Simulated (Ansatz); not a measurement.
PbS (Galena):

```
Pb S
1.0
     0.00000    2.96575    2.96575
     2.96575    0.00000    2.96575
     2.96575    2.96575    0.00000
Pb S
1 1
Direct
  0.00000 0.00000 0.00000
  0.50000 0.50000 0.50000
```

Base run:

| Item | Value |
| --- | --- |
| Program | Ansatz 0.2.0 |
| Functional | r2SCAN |
| Potentials or basis | Ansatz PAW |
| Cutoff | 500 eV (not typed: the program's choice for these potentials) |
| k mesh | 8 × 8 × 8 |
| Occupations | gaussian, width 0.01 eV |
| Spin | no spin polarisation |

Its results: band gap on the k mesh 0.61 eV, direct; pressure 1.3 GPa.

Task: The run is repeated on the same cell with these changes: functional from r2SCAN to PBE; cutoff from 500 eV (not typed: the program's choice for these potentials) to 420 eV (not typed: the program's choice for these potentials); occupations from gaussian, width 0.01 eV to gaussian, width 0.1 eV. What comes out?

Result: Band gap on the k mesh 0.36 eV, direct; pressure 2.2 GPa.

Caveats: spin-orbit coupling is left out, which as a rule narrows the gap of such compounds by several tenths of an eV; the PAW data sets come from PBE, with cores solved anew for the run's functional, which leaves a small shift of forces and pressure (some runs).

A k mesh can miss the band edges.
